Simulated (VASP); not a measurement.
AlN: dielectric tensor with PBE

AlN:

```
CELL_PARAMETERS angstrom
3.11300 0.00000 0.00000
-1.55650 2.69594 0.00000
0.00000 0.00000 4.98100
ATOMIC_POSITIONS crystal
Al 0.66667 0.33333 0.50000
Al 0.33333 0.66667 0.00000
N 0.66667 0.33333 0.88000
N 0.33333 0.66667 0.38000
```

| Quantity | Value |
| --- | --- |
| Program | VASP 6.6.1 |
| Task | dielectric tensor |
| Functional | PBE |
| Potentials or basis | VASP PAW PBE potentials, release 64 (Al, N) |
| Cutoff | 800 eV |
| k mesh | 12 × 12 × 7 |
| Occupations | gaussian, width 0.01 eV |
| Spin | no spin polarisation |
| Further INCAR settings | ALGO = Normal; EDIFF = 1e-08 |

* Band gap on the k mesh: 4.23 eV, direct
* Electronic dielectric tensor (diagonal): 4.44, 4.44, 4.64
* Born charges (mean of the diagonal): Al +2.57; N -2.57 e

Levels at points of the mesh, in eV from the valence-band top:
```
           k point  band 6  band 7  band 8  band 9  band 10  band 11
(0.00, 0.00, 0.00)   -0.18   -0.18    0.00    4.23     6.66    10.62
(0.50, 0.00, 0.00)   -2.06   -1.77   -0.66    5.82     5.83     8.21
```

Electronic dielectric tensor:
```
4.44 0.00 0.00
0.00 4.44 0.00
0.00 0.00 4.64
```

Born effective charge tensors (e):
atom 1, Al
```
2.52 0.00 0.00
0.00 2.52 0.00
0.00 0.00 2.67
```
atom 2, Al
```
2.52 0.00 0.00
0.00 2.52 0.00
0.00 0.00 2.67
```
atom 3, N
```
-2.52  0.00  0.00
 0.00 -2.52  0.00
 0.00  0.00 -2.67
```
atom 4, N
```
-2.52  0.00  0.00
 0.00 -2.52  0.00
 0.00  0.00 -2.67
```

It took 21 min on 1 thread of Intel(R) Xeon(R) Platinum 8488C (Sapphire Rapids), on a shared host, peak memory 0.66 GiB.

The gap isn't set beside the measured one, since this odd mesh misses points on the zone boundary.

Caveat: an odd mesh through Γ misses points on the zone boundary, where band edges often lie.
